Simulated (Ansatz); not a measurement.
**Sensitivity of the gradients in TlBr with a Br vacancy to the input**

Cell: a supercell of TlBr (space group Cmcm) built from a Materials Project structure (computed, not necessarily an observed phase), with all atoms left at the host's positions.

Space group Amm2 (No. 38); a = 9.9435, b = 13.2585, c = 12.4445 Å.

| site | Wyckoff | site symmetry | x | y | z |
| --- | --- | --- | --- | --- | --- |
| Tl1 | 4c | .m. | 0.2500 | 0.5000 | 0.2223 |
| Tl3 | 8f | 1 | 0.2500 | 0.6667 | 0.7223 |
| Tl7 | 2b | mm2 | 0.5000 | 0.5000 | 0.4444 |
| Tl8 | 2a | mm2 | 0.0000 | 0.5000 | 0.4444 |
| Tl9 | 4e | m.. | 0.5000 | 0.6667 | 0.9444 |
| Tl10 | 4d | m.. | 0.0000 | 0.6667 | 0.9444 |
| Br13 | 2a | mm2 | 0.0000 | 0.5000 | 0.6966 |
| Br14 | 4e | m.. | 0.5000 | 0.6667 | 0.1966 |
| Br15 | 4d | m.. | 0.0000 | 0.6667 | 0.1966 |
| Br18 | 4c | .m. | 0.2500 | 0.5000 | 0.9701 |
| Br20 | 8f | 1 | 0.2500 | 0.6667 | 0.4701 |

One atom of each set is listed; the run and its k-mesh use a cell of 23 atoms with edges of 9.09, 12.44, 9.94 Å.

Reference run. Level of theory: DFT, PBE, plane waves and PAW, scalar-relativistic, 420 eV cutoff, Γ-centred 3×3×2 k-points, Fermi–Dirac smearing 0.01 eV, cell charge +1 (Ansatz 0.2.0).

(1) The input is changed as follows: `scf.initial_density.chi_scale`: not typed → 0.3; `scf.occupations.method`: fermi_dirac → methfessel_paxton; `kpoints.mp_grid.shift`: not typed → [0.5, 0.5, 0.5]. What happens to V_zz (10²¹ V/m²) and η?

## Answers

(1) 

```tsv
site	V_zz reference	η reference	V_zz changed	η changed
Tl1	3.31	0.80	3.31	0.81
Tl3	9.93	0.37	9.94	0.37
Tl7	17.16	0.25	17.23	0.26
Tl8	3.47	0.73	3.51	0.71
Tl9	3.45	0.18	3.47	0.16
Tl10	3.15	0.70	3.19	0.66
Br13	1.71	0.96	-1.65	0.97
Br14	-1.40	0.92	-1.37	1.00
Br15	3.11	0.81	3.03	0.84
Br18	1.66	0.91	1.62	0.89
Br20	-1.79	0.46	-1.73	0.45
```

The largest change of V_zz along a kept axis is on Br15, from 3.11 to 3.03. In per cent, |V_zz| changes by 0 to +1 on Tl, -3 to -2 on Br (all sites that start above 0.5, bar those whose gradient vanishes or changes sign or whose main axis turns by over 40°). On Br13 the largest principal value lies along another axis in the second run, so the two V_zz can't be compared directly. SCF iterations: 9 and 11. New warnings: symmetry narrowed by mesh.

On the reference run: The defect repeats with the cell of 23 atoms, so it feels its images: sites between two images don't show the values beside a lone defect, and zeros or small values of η there can come from the images' arrangement. Br and Tl carry a gradient in the pure host already, so the values there aren't the defect's effect alone. A uniform background compensates the cell's charge. Spin–orbit coupling is left out, which shifts gradients on Tl by a few per cent, and by more where contributions nearly cancel. The neighbours have not yet relaxed around the defect (largest force 0.22 eV/Å), so a real crystal will differ.
